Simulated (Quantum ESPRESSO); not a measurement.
A run of Quantum ESPRESSO 7.5:

File pw.in:

```
&CONTROL
  calculation = 'scf'
  prefix = 'pwscf'
  outdir = './tmp'
  pseudo_dir = './pseudo'
  tprnfor = .true.
  tstress = .true.
  disk_io = 'low'
/
&SYSTEM
  ibrav = 0
  nat = 2
  ntyp = 1
  ecutwfc = 45
  ecutrho = 360
  nbnd = 9
  occupations = 'smearing'
  smearing = 'fd'
  degauss = 0.00367493
/
&ELECTRONS
  conv_thr = 4d-10
  electron_maxstep = 120
  mixing_beta = 0.5
/
ATOMIC_SPECIES
Si    28.0850 si_pbesol_v1.uspp.F.UPF
CELL_PARAMETERS angstrom
   0.0000000000    2.7218511865    2.7218511865
   2.7218511865    0.0000000000    2.7218511865
   2.7218511865    2.7218511865    0.0000000000
ATOMIC_POSITIONS crystal
Si     0.5000000000    0.5000000000    0.5000000000
Si     0.7500000000    0.7500000000    0.7500000000
K_POINTS automatic
8 8 8 1 1 1
```

Contents of relax.in:

```
&CONTROL
  calculation = 'vc-relax'
  prefix = 'pwscf'
  outdir = './tmp'
  pseudo_dir = './pseudo'
  tprnfor = .true.
  tstress = .true.
  disk_io = 'low'
  nstep = 40
  forc_conv_thr = 0.0001
  etot_conv_thr = 1d-06
/
&SYSTEM
  ibrav = 0
  nat = 2
  ntyp = 1
  ecutwfc = 45
  ecutrho = 360
  nbnd = 9
  occupations = 'smearing'
  smearing = 'fd'
  degauss = 0.00367493
/
&ELECTRONS
  conv_thr = 4d-10
  electron_maxstep = 120
  mixing_beta = 0.5
/
&IONS
  ion_dynamics = 'bfgs'
/
&CELL
  cell_dynamics = 'bfgs'
  press = 0
  press_conv_thr = 0.2
/
ATOMIC_SPECIES
Si    28.0850 si_pbesol_v1.uspp.F.UPF
CELL_PARAMETERS angstrom
   0.0000000000    2.7218511865    2.7218511865
   2.7218511865    0.0000000000    2.7218511865
   2.7218511865    2.7218511865    0.0000000000
ATOMIC_POSITIONS crystal
Si     0.5000000000    0.5000000000    0.5000000000
Si     0.7500000000    0.7500000000    0.7500000000
K_POINTS automatic
8 8 8 1 1 1
```

scf2.in

```
&CONTROL
  calculation = 'scf'
  prefix = 'pwscf'
  outdir = './tmp'
  pseudo_dir = './pseudo'
  tprnfor = .true.
  tstress = .true.
  disk_io = 'low'
/
&SYSTEM
  ibrav = 0
  nat = 2
  ntyp = 1
  ecutwfc = 45
  ecutrho = 360
  nbnd = 9
  occupations = 'fixed'
/
&ELECTRONS
  conv_thr = 1d-13
  electron_maxstep = 120
  mixing_beta = 0.5
  startingpot = 'file'
  startingwfc = 'file'
/
ATOMIC_SPECIES
Si    28.0850 si_pbesol_v1.uspp.F.UPF
CELL_PARAMETERS angstrom
   0.0000000000    2.7160888212    2.7160888212
   2.7160888212    0.0000000000    2.7160888212
   2.7160888212    2.7160888212    0.0000000000
ATOMIC_POSITIONS crystal
Si     0.5000000000    0.5000000000    0.5000000000
Si     0.7500000000    0.7500000000    0.7500000000
K_POINTS automatic
8 8 8 1 1 1
```

File ph.in:

```
phonons of Si
&INPUTPH
  prefix = 'pwscf'
  outdir = './tmp'
  tr2_ph = 1d-16
  fildyn = 'dyn'
  niter_ph = 60
  alpha_mix(1) = 0.7
  epsil = .true.
/
0.0000000000 0.0000000000 0.0000000000
```

dynmat.in

```
&INPUT
  fildyn = 'dyn'
  asr = 'crystal'
  lperm = .true.
  filout = 'dynmat.disp'
  fileig = 'dynmat.eig'
/
```

The input dynmat_lo.in:

```
&INPUT
  fildyn = 'dyn'
  asr = 'crystal'
  filout = 'dynmat_lo.disp'
  fileig = 'dynmat_lo.eig'
  q(1) = 0
  q(2) = 0
  q(3) = 1
/
```

Potentials or basis: GBRV 1.5 PBEsol.

Launch:

```sh
$ OMP_NUM_THREADS=1 pw.x -in pw.in > pw.out
$ OMP_NUM_THREADS=1 pw.x -in relax.in > relax.out
$ OMP_NUM_THREADS=1 pw.x -in scf2.in > scf2.out
$ OMP_NUM_THREADS=1 ph.x -in ph.in > ph.out
$ OMP_NUM_THREADS=1 dynmat.x -in dynmat.in > dynmat.out
$ OMP_NUM_THREADS=1 dynmat.x -in dynmat_lo.in > dynmat_lo.out
```

Hardware: 1 thread of Arm Neoverse V2 (shared host).

Question: How long does it take, and how much memory?

Answer: It took 2.5 min on 1 thread of Arm Neoverse V2, with other jobs on the host, peak memory 0.15 GiB. Counts: scf iterations 35, k pools 1, bands 9, ion steps 4, k points 60, g dense 31283.
